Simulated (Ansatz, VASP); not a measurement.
# Tl: VASP beside Ansatz

```xyz
2
Lattice="3.4902 0.0000 0.0000 -1.7451 3.0226 0.0000 0.0000 0.0000 5.5797" Properties=species:S:1:pos:R:3 pbc="T T T"
Tl    0.0000    2.0151    1.3949
Tl    1.7451    1.0075    4.1848
```

Change from the starting cell: volume scaled by 1.03.

Alike in both runs: task single point; functional PBE; k mesh 11 × 11 × 6; occupations fermi-dirac, width 0.05 eV; no spin polarisation.

|  | VASP | Ansatz |
| --- | --- | --- |
| version | VASP 6.6.1 | Ansatz 0.2.0 |
| potentials or method | VASP PAW PBE potentials, release 64 (Tl_d), cutoff 520 eV | all-electron LAPW, scalar-relativistic |

|  | VASP | Ansatz | Ansatz less VASP |
| --- | --- | --- | --- |
| pressure (GPa) | 2.0 | 2.0 | +0.06 |

Ansatz ran all-electron here, so the differences hold the error of VASP's frozen core and of both bases.

The runs have no spin-orbit coupling, so splittings on Tl are missing.
